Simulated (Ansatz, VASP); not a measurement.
# SiC (SiC strained to the junction's net) in two plane-wave programs, part 2 of 2

One calculation is typed for both programs; each brings its own data sets. How far apart do they land? The cell is generated by rule, not measured, and may not be a known phase. Of the first pair: The structure shown is the start of the Ansatz relaxation below; VASP solves that cell, so the two are compared at the walk's first step.

VASP 6.6.1 and Ansatz 0.2.0.

So far. Step 3 (VASP: single point, PBE, start cell, pair 1): The run ends at a pressure of 3.28 GPa, with forces up to 0.17 eV/Å.

### Step 5. Ansatz: relaxation, PBE

Level of this step: Ansatz beside VASP: Kohn-Sham DFT, plane waves, PBE (Ansatz).

This run makes the geometry at which the two programs are then compared. The cell compared in this pair holds 61.74 Å³, against 62.09 Å³ for the pair before.

The structure compared here is the end of the Ansatz relaxation.

Contents of input.yaml:

```yaml
crystal:
  lattice:
    - [3.062, 0.0, 0.0]
    - [-1.531, 2.6517697864, 0.0]
    - [0.0, 0.0, 7.6466139985]
  atoms:
    - { symbol: Si, position: [0.0, 0.0, 0.0] }
    - { symbol: C, position: [0.0, 0.0, 0.25] }
    - { symbol: Si, position: [0.3333333333, 0.6666666667, 0.3333333333] }
    - { symbol: C, position: [0.3333333333, 0.6666666667, 0.5833333333] }
    - { symbol: Si, position: [0.6666666667, 0.3333333333, 0.6666666667] }
    - { symbol: C, position: [0.6666666667, 0.3333333333, 0.9166666667] }
kpoints:
  mp_grid: { grid: [12, 12, 4] }
scf:
  occupations: { method: fermi_dirac, width: 0.1 }
  max_iter: 150
hamiltonian:
  xc: pbe
relax:
  f_tol: 0.01
  max_steps: 40
  cell: { fix: [a, b, angles] }
```

Command:

```bash
$ ansatz run input.yaml --threads 4 --pin off --max-ram 16384MiB --backend cpu --events-out ev --progress --plain --runs-dir out
```

Numbers of over 12 decimals in the logs are rounded to 6 here.

Log:

```text
[...]
Crystal: 6 atoms, lattice volume = 62.088 Å³
Basis set: ecut = 420 eV, 1213 PW (Γ), exchange–correlation on 48×48×108 points (8 copies of the dense FFT grid, shifted against one another)
Bands: 18, of which v1, the nominal top of the filled ones, is band 12 counted from 1 (11 counted from 0)
Symmetry: 18 space group operations
[...]
k-points: 69 of 576 (time reversal used)
[...]
cell:  # Å, volume = 61.7409 Å³
    - [3.062000, 0, 0]
    - [-1.531000, 2.651770, 0]
    - [0, 0, 7.603824]
  atoms:
    - { symbol: Si, position: [0, 0, 0.000448966] }
    - { symbol: C, position: [0, 0, 0.249551] }
    - { symbol: Si, position: [0.333333, 0.666667, 0.333782] }
    - { symbol: C, position: [0.333333, 0.666667, 0.582884] }
    - { symbol: Si, position: [0.666667, 0.333333, 0.667116] }
    - { symbol: C, position: [0.666667, 0.333333, 0.916218] }
[key lines of the parts left out:]
SCF converged after 6 iterations
Free energy (F): -2661.451256 eV
Fermi energy:    10.323045 eV
P = ⅓ Tr σ = 4.5208 GPa (45.208 kbar)
```

### Step 6. VASP: single point, PBE, relaxed cell, pair 2

The same cell, functional, mesh and smearing now go to VASP, with its own data sets.

Contents of INCAR:

```
SYSTEM = SiC
PREC = Accurate
ENCUT = 600
EDIFF = 1E-06
NELM = 120
ISMEAR = -1
SIGMA = 0.1
LREAL = .FALSE.
ALGO = Normal
GGA = PE
NBANDS = 18
LORBIT = 11
LWAVE = .FALSE.
LCHARG = .FALSE.
ISIF = 2
LASPH = .TRUE.
GGA_COMPAT = .FALSE.
EFERMI = MIDGAP
KPAR = 2
```

Contents of POSCAR:

```
SiC
1.0
    3.0620000000      0.0000000000      0.0000000000
   -1.5310000000      2.6517697864      0.0000000000
    0.0000000000      0.0000000000      7.6038243056
Si C
3 3
Direct
    0.0000000000      0.0000000000      0.0004489656
    0.3333333333      0.6666666667      0.3337822989
    0.6666666667      0.3333333333      0.6671156323
    0.0000000000      0.0000000000      0.2495510344
    0.3333333333      0.6666666667      0.5828843677
    0.6666666667      0.3333333333      0.9162177011
```

Contents of KPOINTS:

```
Automatic mesh
0
Gamma
12 12 4
0 0 0
```

Potentials, in the order of the species: Si and C (PBE family, release 64).

Command:

```bash
$ mpirun -np 2 vasp_std
```

Log:

```text
[... set-up lines as in an earlier step ...]
 entering main loop
       N       E                     dE             d eps       ncg     rms          rms(c)
DAV:   1     0.643818621356E+02    0.64382E+02   -0.12384E+04  2484   0.133E+03
DAV:   2    -0.458255096118E+02   -0.11021E+03   -0.10645E+03  3196   0.212E+02
DAV:   3    -0.507268803598E+02   -0.49014E+01   -0.48880E+01  3356   0.451E+01
DAV:   4    -0.507673473734E+02   -0.40467E-01   -0.40433E-01  3512   0.462E+00
[...]
DAV:  11    -0.451577142597E+02   -0.32332E-04   -0.13317E-04  3180   0.787E-02    0.129E-02
DAV:  12    -0.451577159325E+02   -0.16728E-05   -0.50383E-06  3202   0.147E-02    0.377E-03
DAV:  13    -0.451577164455E+02   -0.51301E-06   -0.29781E-07  1848   0.387E-03
   1 F= -.45157716E+02 E0= -.45157685E+02  d E =-.631494E-04
```

Parts of OUTCAR (step 6):

```text
  Total        2.5459373      2.5459373     -0.0968926     -0.0000000      0.0000000      0.0000000
  in kB       66.0670935     66.0670935     -2.5143645     -0.0000000      0.0000000      0.0000000
  external PRESSURE =      43.2066075 kB  Pullay stress =       0.0000000 kB

 POSITION                                       TOTAL-FORCE (eV/Angst)
 -----------------------------------------------------------------------------------
      0.00000      0.00000      0.00341        -0.000000      0.000000     -0.000235
     -0.00000      1.76785      2.53802         0.000000     -0.000000     -0.000235
      1.53100      0.88392      5.07263         0.000000     -0.000000     -0.000235
      0.00000      0.00000      1.89754        -0.000000      0.000000      0.000235
     -0.00000      1.76785      4.43215         0.000000     -0.000000      0.000235
      1.53100      0.88392      6.96676        -0.000000      0.000000      0.000235
 -----------------------------------------------------------------------------------
    total drift:                               -0.000000      0.000000     -0.000096

  FREE ENERGIE OF THE ION-ELECTRON SYSTEM (eV)
  ---------------------------------------------------
  free  energy   TOTEN  =       -45.1577164455 eV

  energy  without entropy=      -45.1576532961  energy(sigma->0) =      -45.15768487

[... 1 part as in an earlier step ...]

[... 2 further parts left out ...]
[key lines of the parts left out:]
E-fermi :   8.9412
```

The run ends at a pressure of 4.32 GPa, with forces up to 2.3e-4 eV/Å.

### Step 7. Side by side

What differs besides the data sets and the points named for the pairs above, as far as they apply: the cutoff is 420 eV in Ansatz and 600 eV in VASP; Ansatz's pressure holds a Pulay correction, VASP's none. Total energies have different zeros and are not compared.

Compared:

| quantity | Ansatz | VASP | difference |
| --- | --- | --- | --- |
| pressure (GPa) | 4.52 | 4.32 | +0.20 |
| gap on the k mesh (eV) | 1.304 | 1.301 | +0.003 |

A gap on the mesh is an upper bound, since the band edges may lie between its points.

### Step 8. Outcome

| Property | Result |
| --- | --- |
| r.m.s. force difference (single point, PBE, start cell, pair 1) | 0.17 meV/Å |
| difference in gap on the k mesh (single point, PBE, relaxed cell, pair 2) | 0.0026 eV |

What this shows: The difference in gap on the k mesh is 0.0026 eV (single point, PBE, relaxed cell, pair 2), within the 0.08 eV picked in this series as the mark of a large difference. Such differences can come from data sets, numerical settings and the points named under the comparisons, not from the functional's error against experiment.

[Lines on the potential files, build, host, timing and source positions are cut from VASP's logs without a mark.]

[Logs are printed without paths, hosts, clocks, repeated set-up lines and the standing remarks that a program may print on its own settings, such as how far it seeks lower states.]

[Hosts, paths, dates, database ids (printed as entryN), source tags and the programs' standing remarks are cut or masked in the printed files.]
